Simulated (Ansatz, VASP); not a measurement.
**KF in VASP and in Ansatz**

```
CELL_PARAMETERS angstrom
3.25895 0.00000 0.00000
0.00000 3.25895 0.00000
0.00000 0.00000 3.16119
ATOMIC_POSITIONS crystal
K 0.00000 0.00000 0.00000
F 0.50000 0.50000 0.50000
```

Change from the starting cell: strain +0.000 along x and y, -0.030 along z, atoms carried along.

Alike in both runs: task single point; functional LDA; k mesh 8 × 8 × 8; occupations gaussian, width 0.05 eV; no spin polarisation.

|  | VASP | Ansatz |
| --- | --- | --- |
| version | VASP 6.6.1 | Ansatz 0.2.0 |
| potentials or method | VASP PAW LDA potentials, release 64 (K_sv, F) | scalar-relativistic, plane waves, PAW |
| plane-wave cutoff (eV) | 520 | 420 |
| valence electrons in the cell | 16 | 16 |

|  | VASP | Ansatz | Ansatz less VASP |
| --- | --- | --- | --- |
| gap on the k mesh at the Fermi level (eV) | 6.04 | 6.06 | +0.016 |
| least direct gap on the mesh (eV) | 6.09 | 6.10 | +0.015 |
| pressure (GPa) | -5.0 | -5.1 | -0.11 |
| largest component of the traceless stress (GPa) | 1.73 | 1.73 | -0.002 |

A k mesh can miss the band edges.
